The pressure of a crystal at a given volume is the energy that must be spent for each unit of volume taken away from it, P = −dE/dV. It is positive when the crystal is squeezed and pushes outwards, and negative when it is stretched and pulls inwards. Here it was taken from the stress that a density-functional calculation gives for a perfect ordered crystal of AlCu₃ with its nuclei at rest. The cubic cell was made smaller or larger by the same fraction along all three edges, so its shape and the pattern of neighbours stay the same in every row.

GPAW 26.7.0, PBEsol with PAW data sets and a 600 eV plane-wave cutoff, for ordered AlCu₃ (space group Pm-3m, four-atom cell), without spin polarisation or dispersion correction. All rows use a 7 × 7 × 7 k-point mesh and Fermi–Dirac smearing of 0.05 eV. Pressure is positive in compression.

```
volume (Å³/atom)  shortest distance (Å)  pressure (GPa)
          10.644                  2.469          25.770
          11.324                  2.521          11.460
          11.674                  2.546           5.710
          12.031                  2.572           0.750
          12.396                  2.598          -3.510
          12.768                  2.623          -7.160
          13.533                  2.675         -12.900
```

The pressure falls from row to row as the volume grows, but the steps are unequal. Relative to the row at 12.031 Å³/atom, an edge shorter by 1 % adds 5.0 GPa, while an edge longer by 1 % takes away only 4.3 GPa. Over the whole range this difference becomes large. The bulk modulus, which is the pressure needed per fractional loss of volume, is 231 GPa between the two smallest volumes and 99 GPa between the two largest. A useful rule must therefore contain a stiffness and also the way in which the stiffness changes.

The stiffness comes from a contest between two large energies. In a smaller cell the electrons are confined more tightly, and because the Pauli principle keeps them from all sharing the lowest states, their kinetic energy rises. At the same time they come closer to the positive ions, which lowers the electrostatic energy, and the exchange and correlation energy falls as well. Near the volume of zero pressure the two tendencies balance, and the pressure measures how far the balance has been upset.

The energy parts of the same calculations show how close this contest is. From 12.031 down to 10.644 Å³/atom the kinetic energy rises by 20.9 eV per cell of four atoms, while the electrostatic, exchange and correlation energies together fall by 20.5 eV. On stretching, both changes reverse, and now the loss of attraction slightly exceeds the relief in kinetic energy. At either end of the table a net cost of a few tenths of an eV remains, and the slope of the total energy against volume, with its sign reversed, is the pressure. These are totals for the whole cell, so they do not assign the resistance to a particular bond or orbital.

Why the resistance grows on compression can be argued from the way the two sides scale with length. In a simple electron gas the kinetic energy varies as the inverse square of the distance between particles, and the attraction only as its inverse. The repulsive side is thus the steeper one and gains on the other as the atoms approach. In copper the filled d shells, which begin to overlap, should make the repulsion steeper still. When the crystal is stretched the steep part fades first, and the crystal becomes softer. The simple powers give only the direction of the effect. In the calculation an edge 4 % shorter raises the kinetic energy by 20.9 eV, while an edge 4 % longer lowers it by only 12.6 eV. An inverse square would make these two changes nearly equal. The attraction is almost as uneven, so neither side follows its simple power in this crystal.

This picture suggests using the density as the variable, since it measures directly how crowded the electrons are. Let V be the volume per atom and V₀ its value at zero pressure. The fractional rise in density is then

x = V₀/V − 1

It is positive in compression and negative in tension. For very small changes the pressure is B₀x, where B₀ is the bulk modulus at zero pressure. This is Hooke's law for a uniform squeeze, and it gives the pressure the same slope against density at every volume.

The correction needs one more quantity, B′, the rise of the bulk modulus per unit of pressure. To first order the modulus at density 1 + x is B₀(1 + B′x). Because the modulus refers to a fractional change of the current density, the slope of the pressure against x is this modulus divided by 1 + x, or about B₀[1 + (B′ − 1)x]. Summing the slope from zero to x gives

P ≈ B₀x[1 + (B′ − 1)x/2]

For many metals B′ lies near 5, a rough recalled value. The two powers of the simple electron gas would by themselves give only 3, so a steeper repulsion, such as that of the ion cores and d shells, is expected to count as well. With B′ = 5 the rule takes a form that is easy to remember:

P ≈ B₀x(1 + 2x)

The bracket is the stiffening. A density 10 % above normal raises the estimate by a fifth over Hooke's law, and a density 10 % below normal lowers its size by a fifth.

The two remaining constants come from the two rows on either side of zero pressure, at 12.031 and 12.396 Å³/atom. The fall in pressure between them, divided by the logarithm of their volume ratio, gives a modulus of 142.5 GPa. That value belongs to their mean pressure, which is slightly negative, and bringing it to zero pressure with B′ = 5 raises it to about 150 GPa. The volume at zero pressure follows from the first of these rows, whose small remaining pressure calls for an expansion by the fraction P/B₀. This gives V₀ = 12.09 Å³/atom.

The row at 11.324 Å³/atom serves as an example in compression. It played no part in finding the constants.

x = 12.09/11.324 − 1 = 0.0676
1 + 2x = 1.135
P ≈ 150 GPa × 0.0676 × 1.135 = 11.5 GPa

The calculation gives 11.46 GPa. Hooke's law alone would have stopped at 150 × 0.0676 = 10.1 GPa, so even at a density only 7 % above normal the stiffening already matters.

The row at 13.533 Å³/atom, the most stretched of the table, is a harder case and was also left out when the constants were found.

x = 12.09/13.533 − 1 = −0.1066
1 + 2x = 0.787
P ≈ 150 GPa × (−0.1066) × 0.787 = −12.6 GPa

The calculated value is −12.90 GPa, so the estimate is too small in size by about 2.5 %. Hooke's law would give −16.0 GPa. The bracket now works in the opposite direction and expresses the softening of the stretched crystal.

The rule can also be turned round to find the density at a chosen pressure. For 10 GPa, Hooke's law gives a first value x = 10/150 = 0.067. Dividing this by 1 + 2x gives 0.059, and a second round with the new x in the bracket gives 0.060. The crystal is thus about 6 % denser than at zero pressure, which means a volume near 11.4 Å³/atom. This lies between the rows at 11.46 and 5.71 GPa, as it should.

Over the table the rule stays within 1 % of the calculated pressure in every row except the most stretched one. For the five rows that did not supply the constants, the root-mean-square error is 0.16 GPa. Hooke's law with the same constants is 5.4 GPa too low at the smallest volume. The two formulas differ only in the bracket, so the whole improvement comes from a single idea, that stiffness rises with density.

The good agreement in strong compression owes something to a cancellation. A Birch–Murnaghan equation of state, a standard form with three constants, was fitted by least squares to all seven rows and gives B′ = 4.7. The factor 2 in the rule is therefore a little too large, which by itself would make the estimate at the smallest volume 0.4 GPa too high. The terms in higher powers of x that the rule omits act the other way there, and the actual excess is only 0.14 GPa. In tension the odd powers change sign, so the two errors add, and this explains why the most stretched row fits worst.

The computed pressures themselves set a limit to useful refinement. Pressures obtained from the energy differences between neighbouring volumes are higher than those from the stress by 0.13 to 0.18 GPa. A difference of this sign is expected when a finite set of plane waves is used, because the stress is worked out for a fixed set of waves while the energy at each volume uses a set chosen afresh at the same cutoff, although no run with a larger set is at hand to confirm the cause. Except in the most stretched row, the errors of the rule are no larger than this difference. A further term in the formula would bring little gain within most of the table.

The borrowed value of B′ is the part to watch when the rule is carried to another metal. With B₀ held fixed, a change of B′ by one unit shifts the estimate at the smallest volume by 1.4 GPa, or about 5 % of the pressure there. Because the correction grows as x², the same change hardly matters at a density 2 or 3 % from normal. For a neighbouring alloy the first needs are thus its own V₀ and B₀. A stiffer metal should have a proportionally steeper curve with a similar bend, which is an expectation from the mechanism and has not been tested here.

The tested range runs from a density about 11 % below normal to one about 14 % above it. Towards the stretched end the slope goes wrong before the pressure does: between the last two rows the rule gives a modulus of 94 GPa, where the calculation gives 99 GPa. Continued further, the formula reaches its most negative pressure at x = −1/4, near 16 Å³/atom, and then turns back. A true curve must turn somewhere too, because the pull between the atoms fades at large distances. The place where the rule turns, however, depends on stopping at the second power of x and should not be read as the strength of the material. The negative pressures in the table belong to a perfect crystal held in its cubic shape, and a real piece may tear or shear much earlier.

For practical use, temperature is a larger concern than the form of the rule. The calculation leaves out the motion of the nuclei, which pushes the crystal outwards. With a volume expansion of roughly 5 × 10⁻⁵ per kelvin, a recalled value typical of copper alloys, and the modulus found above, a few hundred kelvin add a pressure of roughly 2 GPa. It is therefore safer to take V₀ at the working temperature and to use the rule for changes from there. B₀ should belong to the same temperature, because a crystal that has expanded on warming is expected to be softer. The density functional can misplace V₀ as well, and each 1 % of error in that volume is worth about 1.5 GPa. The material must also be the right one: bulk alloys of this composition are not known to adopt this ordered structure at equilibrium, so the constants describe the model crystal and not a commercial aluminium bronze.

For small changes the whole estimate shrinks to one line. Since the density changes by about three times the fraction by which the edge changes, 1 % of edge corresponds to 3 % of 150 GPa, or 4.5 GPa. The true figure is somewhat more on squeezing and somewhat less on stretching, because the kinetic cost of crowding the electrons rises more steeply than the attraction that opposes it.
